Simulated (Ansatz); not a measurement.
Born–Oppenheimer molecular dynamics of a periodic cell of 17 atoms, Si$_{16}$Ge (host Si, host structure diamond, interstitial Ge). It goes on from the last frame of an earlier run, with new velocities.

All numbers below come from Ansatz, DFT PBE-D3(BJ), scalar-relativistic, plane waves, PAW. Settings: PAW set soft_1, cutoff 420 eV, k mesh 2x2x2, fermi-dirac smearing 0.02 eV, no spin polarisation.

```json
{"ensemble": "NVT, Langevin thermostat", "time step": "2 fs", "steps asked": "220", "set temperature": "2100 K", "friction": "0.02 /fs", "seed": "123244"}
```

Frames 2 fs apart, positions in Å, forces in eV/Å.

Velocities at 0 fs (Å/ps):

```
Si -5.88 2.99 14.04
Si -2.09 -4.01 -8.49
Si 9.31 -3.22 11.82
Si 10.47 11.14 6.70
Si -4.92 -9.69 -3.58
Si 4.32 -1.14 -7.65
Si 2.97 -1.65 2.52
Si 4.68 2.95 -14.90
Si -9.88 -0.94 -7.38
Si -11.96 -4.90 -3.72
Si -20.38 1.38 2.65
Si 8.32 7.88 -1.45
Si 12.91 -4.53 10.20
Si -0.14 8.15 7.07
Si -7.77 -3.31 -4.97
Si 6.57 8.17 -9.73
Ge 1.34 -3.58 2.66
```

```xyz
17
Lattice="0.0000 5.4300 5.4300 5.4300 0.0000 5.4300 5.4300 5.4300 0.0000" Properties=species:S:1:pos:R:3:forces:R:3 time_fs=0 energy_less_start_eV=0.000 T=1976
Si -0.995 1.407 0.831 1.59 1.95 -0.82
Si 0.603 2.606 2.174 0.81 0.14 0.33
Si 2.080 2.800 -0.121 0.73 1.26 -0.37
Si 4.240 3.550 0.915 -1.05 0.11 0.89
Si 1.942 0.759 3.000 -0.21 0.69 0.67
Si 3.867 1.897 4.179 -1.77 -0.44 -1.23
Si 5.512 2.716 2.819 -0.92 0.05 -0.71
Si 5.994 4.530 4.022 1.04 0.49 1.50
Si -0.388 3.983 4.244 0.26 0.87 -1.08
Si 2.121 4.182 3.689 -0.87 -0.47 0.27
Si 3.216 5.596 1.998 -2.21 -1.79 1.79
Si 3.931 7.247 3.727 -0.58 0.50 0.08
Si 2.373 3.066 5.822 0.06 0.08 -0.23
Si 3.231 4.848 7.139 0.72 -0.50 -0.64
Si 4.620 5.940 5.506 0.72 -0.88 0.36
Si 6.516 6.730 6.777 0.94 -0.52 -0.34
Ge 1.137 6.081 5.597 0.74 -1.55 -0.47
17
Lattice="0.0000 5.4300 5.4300 5.4300 0.0000 5.4300 5.4300 5.4300 0.0000" Properties=species:S:1:pos:R:3:forces:R:3 time_fs=2 energy_less_start_eV=0.000 T=2299
Si -1.003 1.416 0.855 1.38 1.69 -0.95
Si 0.600 2.597 2.151 0.99 0.16 0.45
Si 2.097 2.795 -0.100 0.70 1.27 -0.39
Si 4.261 3.574 0.927 -1.09 0.12 0.82
Si 1.932 0.740 2.994 -0.20 1.15 0.67
Si 3.873 1.897 4.167 -1.81 -0.57 -0.90
Si 5.523 2.714 2.828 -0.81 -0.08 -0.89
Si 6.007 4.534 3.992 0.82 0.47 1.83
Si -0.410 3.981 4.228 0.23 0.92 -1.08
Si 2.092 4.171 3.683 -0.82 -0.54 0.40
Si 3.173 5.595 2.006 -1.86 -1.59 1.59
Si 3.949 7.260 3.724 -0.71 0.40 -0.01
Si 2.400 3.054 5.841 0.16 0.33 -0.36
Si 3.229 4.864 7.155 0.95 -0.74 -0.85
Si 4.604 5.936 5.492 0.94 -0.87 0.46
Si 6.531 6.747 6.761 0.54 -0.64 -0.34
Ge 1.142 6.073 5.601 0.59 -1.46 -0.44
17
Lattice="0.0000 5.4300 5.4300 5.4300 0.0000 5.4300 5.4300 5.4300 0.0000" Properties=species:S:1:pos:R:3:forces:R:3 time_fs=4 energy_less_start_eV=0.011 T=2148
Si -1.006 1.433 0.873 0.96 1.22 -0.86
Si 0.598 2.594 2.122 1.21 0.16 0.60
Si 2.111 2.792 -0.083 0.69 1.27 -0.41
Si 4.279 3.602 0.937 -1.06 0.11 0.75
Si 1.924 0.720 2.989 -0.18 1.65 0.60
Si 3.873 1.897 4.156 -1.78 -0.66 -0.73
Si 5.540 2.710 2.838 -0.82 -0.20 -1.02
Si 6.026 4.538 3.965 0.54 0.41 2.18
Si -0.434 3.980 4.206 0.18 0.95 -1.06
Si 2.059 4.162 3.681 -0.78 -0.61 0.53
Si 3.126 5.589 2.019 -1.31 -1.24 1.25
Si 3.969 7.269 3.721 -0.86 0.33 -0.11
Si 2.425 3.044 5.862 0.26 0.58 -0.48
Si 3.229 4.875 7.171 1.22 -0.96 -1.03
Si 4.591 5.934 5.478 1.14 -0.89 0.59
Si 6.549 6.763 6.752 0.14 -0.79 -0.38
Ge 1.151 6.066 5.603 0.46 -1.34 -0.42
17
Lattice="0.0000 5.4300 5.4300 5.4300 0.0000 5.4300 5.4300 5.4300 0.0000" Properties=species:S:1:pos:R:3:forces:R:3 time_fs=6 energy_less_start_eV=0.038 T=2123
Si -1.006 1.454 0.891 0.43 0.71 -0.81
Si 0.595 2.592 2.095 1.45 0.21 0.78
Si 2.119 2.795 -0.068 0.70 1.25 -0.42
Si 4.293 3.632 0.946 -0.99 0.09 0.64
Si 1.917 0.702 2.986 -0.08 2.13 0.41
Si 3.870 1.895 4.142 -1.69 -0.68 -0.58
Si 5.560 2.704 2.847 -0.87 -0.16 -1.01
Si 6.049 4.548 3.944 0.17 0.14 2.45
Si -0.459 3.982 4.177 0.11 1.00 -0.97
Si 2.028 4.156 3.682 -0.73 -0.67 0.67
Si 3.081 5.585 2.036 -0.70 -0.90 0.92
Si 3.988 7.277 3.717 -0.99 0.21 -0.16
Si 2.446 3.036 5.883 0.32 0.77 -0.60
Si 3.232 4.876 7.188 1.45 -1.07 -1.11
Si 4.580 5.932 5.468 1.29 -0.89 0.67
Si 6.564 6.775 6.748 -0.21 -0.91 -0.48
Ge 1.162 6.059 5.604 0.35 -1.22 -0.40
17
Lattice="0.0000 5.4300 5.4300 5.4300 0.0000 5.4300 5.4300 5.4300 0.0000" Properties=species:S:1:pos:R:3:forces:R:3 time_fs=8 energy_less_start_eV=0.143 T=2354
Si -1.003 1.479 0.904 -0.12 0.17 -0.83
Si 0.593 2.590 2.069 1.73 0.32 0.98
Si 2.122 2.798 -0.053 0.75 1.22 -0.41
Si 4.312 3.665 0.957 -0.98 0.09 0.52
Si 1.910 0.691 2.990 0.16 2.58 0.09
Si 3.865 1.887 4.122 -1.61 -0.67 -0.36
Si 5.577 2.696 2.857 -0.87 -0.06 -0.98
Si 6.077 4.559 3.924 -0.30 -0.29 2.71
Si -0.484 3.980 4.147 0.07 1.11 -0.85
Si 1.998 4.151 3.684 -0.67 -0.71 0.77
Si 3.037 5.580 2.053 -0.05 -0.63 0.65
Si 4.011 7.285 3.711 -1.13 0.03 -0.22
Si 2.464 3.027 5.904 0.38 0.92 -0.74
Si 3.237 4.870 7.204 1.57 -1.05 -1.11
Si 4.567 5.929 5.459 1.42 -0.89 0.77
Si 6.579 6.785 6.747 -0.60 -0.99 -0.59
Ge 1.173 6.051 5.603 0.23 -1.16 -0.39
17
Lattice="0.0000 5.4300 5.4300 5.4300 0.0000 5.4300 5.4300 5.4300 0.0000" Properties=species:S:1:pos:R:3:forces:R:3 time_fs=10 energy_less_start_eV=0.340 T=2533
Si -1.003 1.507 0.915 -0.57 -0.33 -0.88
Si 0.591 2.591 2.044 2.00 0.43 1.18
Si 2.129 2.805 -0.031 0.78 1.16 -0.39
Si 4.339 3.700 0.969 -1.01 0.11 0.39
Si 1.900 0.683 2.995 0.48 3.04 -0.31
Si 3.862 1.876 4.101 -1.63 -0.66 -0.11
Si 5.584 2.688 2.869 -0.73 0.00 -1.07
Si 6.107 4.566 3.904 -0.78 -0.77 2.99
Si -0.509 3.976 4.118 0.07 1.26 -0.72
Si 1.970 4.144 3.689 -0.58 -0.73 0.82
Si 2.992 5.580 2.070 0.58 -0.50 0.49
Si 4.037 7.292 3.706 -1.26 -0.19 -0.29
Si 2.483 3.019 5.928 0.47 1.12 -0.88
Si 3.248 4.869 7.219 1.59 -1.02 -1.05
Si 4.552 5.922 5.449 1.54 -0.84 0.84
Si 6.598 6.795 6.745 -1.07 -1.00 -0.63
Ge 1.184 6.042 5.600 0.12 -1.08 -0.38
17
Lattice="0.0000 5.4300 5.4300 5.4300 0.0000 5.4300 5.4300 5.4300 0.0000" Properties=species:S:1:pos:R:3:forces:R:3 time_fs=12 energy_less_start_eV=0.587 T=2305
Si -1.006 1.533 0.923 -0.89 -0.76 -0.94
Si 0.590 2.594 2.022 2.24 0.53 1.33
Si 2.138 2.817 -0.006 0.76 1.05 -0.35
Si 4.364 3.735 0.984 -1.02 0.14 0.23
Si 1.891 0.679 2.998 0.82 3.48 -0.72
Si 3.859 1.864 4.082 -1.66 -0.64 0.12
Si 5.587 2.682 2.882 -0.56 -0.03 -1.22
Si 6.136 4.572 3.884 -1.20 -1.25 3.24
Si -0.527 3.974 4.089 0.04 1.38 -0.55
Si 1.941 4.134 3.696 -0.44 -0.72 0.84
Si 2.951 5.579 2.088 1.11 -0.46 0.44
Si 4.063 7.298 3.703 -1.36 -0.39 -0.38
Si 2.502 3.010 5.956 0.56 1.38 -1.03
Si 3.266 4.873 7.231 1.53 -1.02 -0.93
Si 4.539 5.911 5.437 1.63 -0.77 0.88
Si 6.616 6.802 6.739 -1.57 -0.98 -0.59
Ge 1.194 6.032 5.594 0.01 -0.96 -0.36
17
Lattice="0.0000 5.4300 5.4300 5.4300 0.0000 5.4300 5.4300 5.4300 0.0000" Properties=species:S:1:pos:R:3:forces:R:3 time_fs=14 energy_less_start_eV=0.801 T=2188
Si -1.011 1.555 0.928 -1.09 -1.12 -0.97
Si 0.590 2.598 2.000 2.41 0.62 1.44
Si 2.147 2.833 0.016 0.72 0.94 -0.30
Si 4.380 3.769 1.000 -1.01 0.17 0.06
Si 1.888 0.683 2.993 1.09 3.84 -1.08
Si 3.851 1.851 4.066 -1.62 -0.56 0.28
Si 5.588 2.683 2.894 -0.44 -0.12 -1.34
Si 6.164 4.582 3.862 -1.51 -1.66 3.43
Si -0.541 3.976 4.063 -0.03 1.41 -0.41
Si 1.909 4.127 3.703 -0.32 -0.72 0.87
Si 2.913 5.574 2.107 1.49 -0.42 0.41
Si 4.080 7.300 3.701 -1.38 -0.55 -0.44
Si 2.514 3.001 5.987 0.64 1.64 -1.18
Si 3.292 4.878 7.242 1.44 -1.04 -0.79
Si 4.528 5.895 5.429 1.68 -0.65 0.84
Si 6.625 6.808 6.730 -1.99 -0.97 -0.49
Ge 1.207 6.020 5.587 -0.07 -0.81 -0.34
17
Lattice="0.0000 5.4300 5.4300 5.4300 0.0000 5.4300 5.4300 5.4300 0.0000" Properties=species:S:1:pos:R:3:forces:R:3 time_fs=16 energy_less_start_eV=0.938 T=2318
Si -1.020 1.583 0.932 -1.16 -1.47 -0.94
Si 0.593 2.602 1.978 2.52 0.70 1.53
Si 2.156 2.853 0.036 0.65 0.81 -0.27
Si 4.395 3.800 1.016 -1.02 0.22 -0.10
Si 1.892 0.690 2.979 1.21 4.09 -1.33
Si 3.839 1.838 4.049 -1.54 -0.51 0.41
Si 5.581 2.686 2.901 -0.29 -0.14 -1.41
Si 6.191 4.594 3.843 -1.72 -2.05 3.52
Si -0.557 3.985 4.039 -0.12 1.33 -0.32
Si 1.877 4.125 3.709 -0.23 -0.73 0.90
Si 2.873 5.567 2.124 1.80 -0.36 0.38
Si 4.086 7.299 3.701 -1.34 -0.65 -0.42
Si 2.527 2.993 6.009 0.60 1.85 -1.28
Si 3.319 4.881 7.249 1.34 -1.10 -0.63
Si 4.518 5.876 5.429 1.73 -0.45 0.67
Si 6.627 6.812 6.716 -2.29 -0.92 -0.39
Ge 1.218 6.004 5.579 -0.14 -0.62 -0.31
17
Lattice="0.0000 5.4300 5.4300 5.4300 0.0000 5.4300 5.4300 5.4300 0.0000" Properties=species:S:1:pos:R:3:forces:R:3 time_fs=18 energy_less_start_eV=1.010 T=2297
Si -1.034 1.615 0.936 -1.08 -1.80 -0.88
Si 0.599 2.606 1.956 2.59 0.76 1.60
Si 2.170 2.871 0.057 0.60 0.68 -0.28
Si 4.410 3.827 1.028 -1.04 0.28 -0.22
Si 1.899 0.700 2.954 1.17 4.20 -1.44
Si 3.827 1.825 4.033 -1.46 -0.49 0.51
Si 5.568 2.689 2.906 -0.07 -0.09 -1.46
Si 6.220 4.606 3.830 -1.86 -2.37 3.53
Si -0.574 4.002 4.017 -0.21 1.18 -0.27
Si 1.845 4.120 3.718 -0.15 -0.73 0.87
Si 2.839 5.552 2.142 1.94 -0.25 0.31
Si 4.084 7.300 3.704 -1.28 -0.69 -0.39
Si 2.544 2.986 6.025 0.40 2.03 -1.34
Si 3.343 4.882 7.253 1.28 -1.19 -0.50
Si 4.507 5.861 5.436 1.80 -0.24 0.46
Si 6.625 6.814 6.699 -2.43 -0.86 -0.24
Ge 1.226 5.984 5.572 -0.20 -0.42 -0.25
17
Lattice="0.0000 5.4300 5.4300 5.4300 0.0000 5.4300 5.4300 5.4300 0.0000" Properties=species:S:1:pos:R:3:forces:R:3 time_fs=20 energy_less_start_eV=1.015 T=2306
Si -1.053 1.645 0.936 -0.79 -2.14 -0.75
Si 0.602 2.611 1.935 2.60 0.78 1.61
Si 2.184 2.888 0.076 0.55 0.61 -0.31
Si 4.423 3.853 1.038 -1.05 0.32 -0.29
Si 1.913 0.715 2.925 0.95 4.09 -1.44
Si 3.810 1.813 4.024 -1.29 -0.44 0.55
Si 5.554 2.691 2.909 0.08 -0.02 -1.45
Si 6.248 4.619 3.822 -1.87 -2.52 3.44
Si -0.588 4.025 3.998 -0.31 1.00 -0.23
Si 1.813 4.113 3.729 -0.05 -0.72 0.81
Si 2.813 5.531 2.161 1.92 -0.07 0.20
Si 4.077 7.303 3.714 -1.21 -0.70 -0.34
Si 2.563 2.979 6.038 0.06 2.20 -1.38
Si 3.366 4.883 7.255 1.20 -1.27 -0.36
Si 4.500 5.846 5.445 1.90 -0.04 0.19
Si 6.619 6.816 6.681 -2.41 -0.86 -0.07
Ge 1.236 5.964 5.564 -0.27 -0.23 -0.17
17
Lattice="0.0000 5.4300 5.4300 5.4300 0.0000 5.4300 5.4300 5.4300 0.0000" Properties=species:S:1:pos:R:3:forces:R:3 time_fs=22 energy_less_start_eV=1.026 T=1967
Si -1.072 1.673 0.934 -0.38 -2.49 -0.58
Si 0.601 2.619 1.918 2.61 0.76 1.58
Si 2.199 2.904 0.090 0.50 0.56 -0.34
Si 4.437 3.877 1.051 -1.08 0.38 -0.35
Si 1.927 0.731 2.900 0.67 3.86 -1.44
Si 3.788 1.800 4.020 -0.98 -0.33 0.52
Si 5.543 2.692 2.908 0.12 0.02 -1.34
Si 6.276 4.627 3.821 -1.82 -2.57 3.32
Si -0.598 4.047 3.986 -0.44 0.85 -0.19
Si 1.780 4.106 3.739 0.07 -0.74 0.76
Si 2.785 5.510 2.181 1.88 0.11 0.08
Si 4.068 7.310 3.725 -1.17 -0.74 -0.29
Si 2.583 2.973 6.051 -0.43 2.36 -1.43
Si 3.389 4.879 7.254 1.09 -1.29 -0.19
Si 4.495 5.829 5.452 1.99 0.15 -0.10
Si 6.609 6.815 6.663 -2.30 -0.85 0.06
Ge 1.244 5.947 5.555 -0.32 -0.06 -0.07
```

Of the whole run (440 fs, mean temperature of the second half 1738 K): The mean temperature of the second half is 17 % below the set value. A run of 0.44 ps of so small a system gives no equilibrium averages. Limits of this set-up: coarse k mesh, a small cell, in which the defect meets its images.

Run time: 25 min on 1 thread of Arm Neoverse V1 (shared host), peak memory 0.66 GiB.
